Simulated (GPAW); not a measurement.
Runs of GPAW 26.7.0 on Ti. Symmetry: Im-3m, No. 229, cubic system. Conventional cell: a = 3.282 Å, b = 3.282 Å, c = 3.282 Å, α = 90.00°, β = 90.00°, γ = 90.00°. Ti (site symmetry m-3m) has 8 Ti at 2.84 Å as nearest neighbours. This isn't the form of Ti at room conditions, which is hcp.

| task | level | potentials or basis | U | cell | k mesh | cutoff (eV) | eigensolver | maxiter | optimizer | fmax | max steps | mesh quality | gap on the mesh (eV) | pressure (GPa) | relaxed volume (Å³/atom) |
| --- | --- | --- | --- | --- | --- | --- | --- | --- | --- | --- | --- | --- | --- | --- | --- |
| relaxation of cell and atoms | BLYP | PAW data sets generated in the run's folder for this functional, pw | - | relaxed | 11 × 11 × 11 | 600 | davidson | 150 | BFGS | 0.02 eV/Å | 40 | not flagged | none | 0.0 | (a) |
| band structure | LDA | the program's PAW data sets (release 1.2.1) made for this functional, pw | - | as given | 11 × 11 × 11 | 600 | - | 150 | - | - | - | not flagged | - | -11.4 | - |
| band structure | revTPSS | GPAW PAW data sets (gpaw-data 1.2.1), pw | - | as given | 11 × 11 × 11 | 600 | davidson | 150 | - | - | - | not flagged | - | -5.7 | - |
| relaxation of cell and atoms | BLYP+D3(BJ) | PAW data sets generated in the run's folder for this functional, pw | - | relaxed | 11 × 11 × 11 | 600 | davidson | 150 | LBFGS | 0.05 eV/Å | 40 | not flagged | none | -0.1 | 15.26 |
| band structure | PBEsol | PAW data sets generated in the run's folder for this functional, pw | - | as given | 11 × 11 × 11 | 600 | - | 150 | - | - | - | not flagged | - | -7.2 | - |
| band structure | BLYP | PAW data sets generated in the run's folder for this functional, pw | - | as given | 11 × 11 × 11 | 600 | davidson | 150 | - | - | - | not flagged | - | -0.9 | - |
| relaxation of cell and atoms | PBEsol+D3(BJ) | PAW data sets generated in the run's folder for this functional, pw | - | relaxed | 11 × 11 × 11 | 600 | - | 150 | LBFGS | 0.02 eV/Å | 100 | not flagged | none | 0.0 | 15.60 |
| single point | HSE06 | GPAW PAW data sets (gpaw-data 1.2.1), pw | - | as given | 5 × 5 × 5 | 450 | - | 60 | - | - | - | coarse | none | - | - |
| one-shot levels on a semilocal density | LDA | the program's PAW data sets (release 1.2.1) made for this functional, pw | - | as given | 7 × 7 × 7 | 500 | - | 150 | - | - | - | coarse | none | (b) | - |
| band structure | r2SCAN | GPAW PAW data sets (gpaw-data 1.2.1), pw | - | as given | 11 × 11 × 11 | 600 | - | 150 | - | - | - | not flagged | - | (c) | - |
| relaxation of cell and atoms | PBEsol | PAW data sets generated in the run's folder for this functional, pw | - | relaxed | 11 × 11 × 11 | 600 | - | 150 | BFGS | 0.02 eV/Å | 40 | not flagged | none | 0.0 | 16.47 |

Alike in all rows: no spin polarisation; smearing fermi-dirac 0.05 eV.

Q: Estimate the missing entries.

A: (a) 17.52; (b) -9.9; (c) -3.1.

Caveats: some runs use coarse meshes; later steps reuse the first step's grids (some runs); the PAW data sets were made with another functional, which shifts forces and pressure a little (some runs); pairwise dispersion overbinds metals, which lowers pressure and volume (some runs); the volume moved by -14 % from the deposited cell, more than functionals usually miss (some runs); the volume moved by -12 % from the deposited cell, more than functionals usually miss (some runs); the cutoff is short for stress and forces, so pressures can be off by a GPa or more (some runs); one-shot exact exchange on a metal's smeared states is rough (some runs).

A k mesh can miss the band edges.

A gap of «none» marks a metal or a gap under the smearing width.

Not every run made on this cell is shown here.
